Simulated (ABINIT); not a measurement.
# Cu (P6_3/mmc) in ABINIT: band structure with PBEsol

Aim: the band structure of Cu with PBEsol.

Everything below comes from runs of ABINIT 10.8.3 (patched build). Logs are shortened: lines on timing, memory, paths and dates and some standing lists are left out, and cuts for length are marked. The log counts tension as positive stress, the text compression.

## 1. The structure

It takes space group P6_3/mmc (No. 194, hexagonal). Conventional cell: a = 2.534 Å, b = 2.534 Å, c = 4.113 Å, α = 90.00°, β = 90.00°, γ = 120.00°. Around Cu (site symmetry -6m2) lie 12 Cu at 2.52 to 2.53 Å.

This isn't the form of Cu at room conditions, which is fcc.

## 2. Band structure, PBEsol

The input, run.abi:

```
# Datasets: ground state, then fixed potential
ndtset 2

# Pseudopotentials
pp_dirpath "./"
pseudos "Cu.upf"

# Structure
acell 3*1.0 Angstrom
rprim
     2.5340966698     0.0000000000     0.0000000000
    -1.2670483349     2.1945920917     0.0000000000
     0.0000000000     0.0000000000     4.1125710000
ntypat 1
znucl 29
natom 2
typat 1 1
xcart
     1.2670483350     0.7315306972     3.0844282500
    -0.0000000001     1.4630613945     1.0281427500 Angstrom

# Plane-wave basis
ecut 46.0

# Exchange and correlation
ixc -116133

# Bands and occupations
occopt 3
tsmear 0.05 eV

# SCF cycle
nstep 100

# Output
iomode 3
prtwf 0
prteig 0
prtebands 0
enunit 1
prtden1 1

# Dataset 1
kptopt1 1
ngkpt1 12 12 7
nshiftk1 1
shiftk1 0.0 0.0 0.0
nband1 23
tolvrs1 1.0e-10

# Dataset 2: bands along G-M-K-G-A-L-H-A
iscf2 -2
getden2 1
nband2 29
nbdbuf2 4
tolwfr2 1.0e-11
kptopt2 -7
ndivsm2 5
prteig2 1
prtvol2 -3
kptbounds2
     0.0000000000     0.0000000000     0.0000000000
     0.5000000000     0.0000000000     0.0000000000
     0.3333333333     0.3333333333     0.0000000000
     0.0000000000     0.0000000000     0.0000000000
     0.0000000000     0.0000000000     0.5000000000
     0.5000000000     0.0000000000     0.5000000000
     0.3333333333     0.3333333333     0.5000000000
     0.0000000000     0.0000000000     0.5000000000
```

Potentials or basis: PseudoDojo NC SR PBEsol v0.4.1 standard.

Launch:

```bash
$ abinit run.abi > log 2>&1
```

run.abo:

```text
.Version 10.8.3 of ABINIT
 DATASET    1 : space group P6_3/m m c (#194); Bravais hP (primitive hexag.)
================================================================================
 Values of the parameters that define the memory need for DATASET  1.
     intxc =       0    ionmov =       0      iscf =       7    lmnmax =       6
     lnmax =       6     mgfft =      48  mpssoang =       3    mqgrid =    3001
     natom =       2  nloc_mem =       1    nspden =       1   nspinor =       1
    nsppol =       1      nsym =      24    n1xccc =    2501    ntypat =       1
    occopt =       3   xclevel =       2
       mpw =        2334          nfft =       43200          nkpt =          76
================================================================================
================================================================================

 DATASET    2 : space group P6_3/m m c (#194); Bravais hP (primitive hexag.)
================================================================================
 Values of the parameters that define the memory need for DATASET  2.
     intxc =       0    ionmov =       0      iscf =      -2    lmnmax =       6
     lnmax =       6     mgfft =      48  mpssoang =       3    mqgrid =    3001
     natom =       2  nloc_mem =       1    nspden =       1   nspinor =       1
    nsppol =       1      nsym =      24    n1xccc =    2501    ntypat =       1
    occopt =       3   xclevel =       2
       mpw =        2340          nfft =       43200          nkpt =          56
================================================================================
================================================================================

--------------------------------------------------------------------------------
------------- Echo of variables that govern the present computation ------------
--------------------------------------------------------------------------------
 -outvars: echo values of preprocessed input variables --------
            acell      1.8897261259E+00  1.8897261259E+00  1.8897261259E+00 Bohr
              amu      6.35460000E+01
             ecut      4.60000000E+01 Hartree
           enunit           1
           getden1          0
           getden2          1
             iscf1          7
             iscf2         -2
              ixc     -116133
           jdtset        1    2
           kptopt1          1
           kptopt2         -7
         kptrlatt       12    0    0      0   12    0      0    0    7
          kptrlen1     5.44014300E+01
          kptrlen2     3.00000000E+01
            natom           2
            nband1         23
[... 803 lines left out ...]
force_length_stats: {min: null, max: null, mean: null, }
...

 Integrated electronic density in atomic spheres:
 ------------------------------------------------
 Atom  Sphere_radius  Integrated_density
    1        2.00000         17.35969306
    2        2.00000         17.35969306
================================================================================

 ----iterations are completed or convergence reached----

 Mean square residual over all n,k,spin=   44.945E-13; max=  99.747E-13
 reduced coordinates (array xred) for    2 atoms
       0.666666666667      0.333333333333      0.750000000000
       0.333333333333      0.666666666667      0.250000000000

 cartesian coordinates (angstrom) at end:
    1      1.26704833490000     0.73153069723333     3.08442825000000
    2     -0.00000000000000     1.46306139446667     1.02814275000000
 length scales=  1.889726125908  1.889726125908  1.889726125908 bohr
              =  1.000000000000  1.000000000000  1.000000000000 angstroms
 Eigenvalues (   eV  ) for nkpt=  56  k points:
 kpt#   1, nband= 29, wtk=  1.00000, kpt=  0.0000  0.0000  0.0000 (reduced coord)
-102.04262 -102.02547  -59.66111  -59.55086  -59.55086  -59.53504  -59.53159  -59.53159
   0.56204    5.01506    7.24542    7.29433    7.29433    7.52429    7.52429    7.80688
   7.80688    8.62807    8.62807    9.13654   14.27954   31.81361   32.26201   32.26201
  33.95664   33.95664   34.50199   34.93160   39.19658
 kpt#   2, nband= 29, wtk=  1.00000, kpt=  0.0556  0.0000  0.0000 (reduced coord)
-102.04218 -102.02526  -59.65992  -59.55357  -59.55176  -59.53557  -59.53443  -59.53210
   0.66406    5.07585    7.16373    7.33312    7.36543    7.50457    7.55857    7.76376
   7.78288    8.19588    8.63797    9.69064   14.30419   30.01320   31.14911   31.65551
  34.76284   34.99713   35.19584   36.05354   37.69513
 kpt#   3, nband= 29, wtk=  1.00000, kpt=  0.1111  0.0000  0.0000 (reduced coord)
-102.04090 -102.02467  -59.65642  -59.56139  -59.55432  -59.54258  -59.53715  -59.53356
   0.96715    5.24686    7.03867    7.41830    7.44642    7.49587    7.49973    7.65831
   7.71721    7.85713    8.66311   10.53488   14.38332   27.26060   29.59743   31.01990
  34.62571   35.38965   35.56200   36.78871   37.14170
 kpt#   4, nband= 29, wtk=  1.00000, kpt=  0.1667  0.0000  0.0000 (reduced coord)
-102.03892 -102.02380  -59.65083  -59.57343  -59.55819  -59.55500  -59.53980  -59.53584
[... 249 lines left out ...]
-102.03292 -102.03292  -59.59967  -59.59967  -59.54825  -59.54825  -59.54371  -59.54371
   3.07535    3.07535    6.84350    6.84350    7.22652    7.22652    7.35704    7.35704
   8.37701    8.37701    8.48286    8.48286   23.38573   23.38573   29.89370   29.89370
  30.92543   30.92543   34.01162   34.01162   37.82768
 kpt#  55, nband= 29, wtk=  1.00000, kpt=  0.0303  0.0303  0.5000 (reduced coord)
-102.03376 -102.03376  -59.59856  -59.59856  -59.54311  -59.54311  -59.54185  -59.54185
   2.83588    2.83588    6.92886    6.92886    7.24489    7.24489    7.27357    7.27357
   8.38558    8.38558    8.41304    8.41304   23.17812   23.17812   31.72894   31.72894
  32.98554   32.98554   33.83686   33.83686   37.27616
 kpt#  56, nband= 29, wtk=  1.00000, kpt=  0.0000  0.0000  0.5000 (reduced coord)
-102.03405 -102.03405  -59.59827  -59.59827  -59.54123  -59.54123  -59.54123  -59.54123
   2.75437    2.75437    6.96561    6.96561    7.24513    7.24513    7.24513    7.24513
   8.38909    8.38909    8.38909    8.38909   23.10790   23.10790   32.52224   32.52224
  34.18797   34.18797   34.18797   34.18797   36.60101

== END DATASET(S) ==============================================================
================================================================================

 -outvars: echo values of variables after computation  --------
            acell      1.8897261259E+00  1.8897261259E+00  1.8897261259E+00 Bohr
           etotal1    -3.7891564170E+02
            fcart1     7.0285720803E-30 -4.4637427808E-29  6.7670112497E-31
                      -7.0285720803E-30  4.4637427808E-29 -6.7670112497E-31
            rprim      2.5340966698E+00  0.0000000000E+00  0.0000000000E+00
                      -1.2670483349E+00  2.1945920917E+00  0.0000000000E+00
                       0.0000000000E+00  0.0000000000E+00  4.1125710000E+00
           strten1     6.6272176862E-05  6.6272176380E-05  4.8836122681E-05
                       0.0000000000E+00  0.0000000000E+00  0.0000000000E+00
           xangst      1.2670483349E+00  7.3153069723E-01  3.0844282500E+00
                      -4.6890207824E-17  1.4630613945E+00  1.0281427500E+00
             xred      6.6666666667E-01  3.3333333333E-01  7.5000000000E-01
                       3.3333333333E-01  6.6666666667E-01  2.5000000000E-01
 Calculation completed.
```

It took 2.7 min on 1 thread of Arm Neoverse V1, shared host; peak memory 0.12 GiB.

What came out:

* Free energy: -10310.8199 eV
* Pressure: -1.8 GPa
* Band gap on the k mesh: none (metal or under the smearing width)
* Valence electrons inside the program's atomic spheres: Cu 17.36 (radii [1.0584] Å)

Levels at the corners of the path, in eV from the Fermi level:
```csv
point,band 15,band 16,band 17,band 18,band 19,band 20,band 21,band 22,band 23,band 24
Γ,-2.73,-2.45,-2.45,-1.63,-1.63,-1.12,4.02,21.55,22.00,22.00
M,-2.71,-1.54,-1.47,-1.43,0.03,1.62,7.89,8.29,10.93,11.29
K,-2.48,-1.73,-1.73,-1.63,3.02,3.43,3.43,10.45,11.10,11.10
Γ,-2.73,-2.45,-2.45,-1.63,-1.63,-1.12,4.02,21.55,22.00,22.00
A,-3.01,-3.01,-1.87,-1.87,-1.87,-1.87,12.85,12.85,22.26,22.26
L,-1.85,-1.85,-1.47,-1.47,0.40,0.40,5.00,5.00,16.29,16.29
H,-2.43,-2.43,-1.61,-1.61,4.07,4.07,5.63,5.63,7.05,7.05
A,-3.01,-3.01,-1.87,-1.87,-1.87,-1.87,12.85,12.85,22.26,22.26
```
